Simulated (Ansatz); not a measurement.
A run of Ansatz 0.2.0:

Contents of input.yaml:

```yaml
crystal:
  lattice:
    - [-1.544801, 1.615076, 1.631025]
    - [1.571146, -1.545247, 1.587541]
    - [1.545696, 1.546143, -1.561196]
  atoms:
    - { symbol: W, position: [0.010931, 0.007703, 0.022973] }
kpoints:
  mp_grid: { grid: [12, 12, 12] }
scf:
  occupations: { method: fermi_dirac, width: 0.05 }
hamiltonian:
  xc: pbe
  pseudopotentials: { kind: all_electron, lapw: { basis_error: 0.001 } }
output:
  forces: true
  stress: true
  eigenvalues: true
  populations: true
```

Potentials or basis: all-electron LAPW, scalar-relativistic.

Command:

```bash
$ ansatz run input.yaml --threads 1 --pin off --max-ram 2560MiB --backend cpu --events-out ev --progress --plain --runs-dir out
```

Hardware: 1 thread of Arm Neoverse V1, with other jobs on the host.

Question: Estimate the wall time of this run.

Answer: It took 2.1 min on 1 thread of Arm Neoverse V1, with other jobs on the host, peak memory 1.2 GiB. Counts: scf iterations 8, plane waves 185, k points 868, bands 27.
